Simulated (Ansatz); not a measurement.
Response to strain in KI

Take KI in the rock salt structure (space group Fm-3m, No. 225; a = 7.006 Å) as the base.

Strains are applied to the cell and any free atomic positions relax.

Computed with PBEsol, PAW, 420 eV (Ansatz, an electronic-structure program; without spin-orbit coupling).

| isotropic strain (%) | band gap (eV) |
|---|---|
| -3 | 4.09 |
| -2.5 | 4.05 |
| -2 | 4.01 |
| -1.5 | 3.98 |
| 0 | 3.87 |
| 0.5 | ? |
| 1 | 3.81 |
| 1.5 | 3.78 |
| 3 | 3.69 |

### Question
Fit E_g = E₀ + Dε (ε in %) to the rows shown and predict the withheld row.

### Answer
Least squares on the printed values gives E₀ = 3.88 eV, D = -66.7 meV per % of strain (largest residual 0.01 eV); this predicts 3.85 eV, and the run gives 3.84 eV, in agreement.

With I present, leaving out spin-orbit coupling can change the band edges. Whether these cells are dynamically stable was not tested.
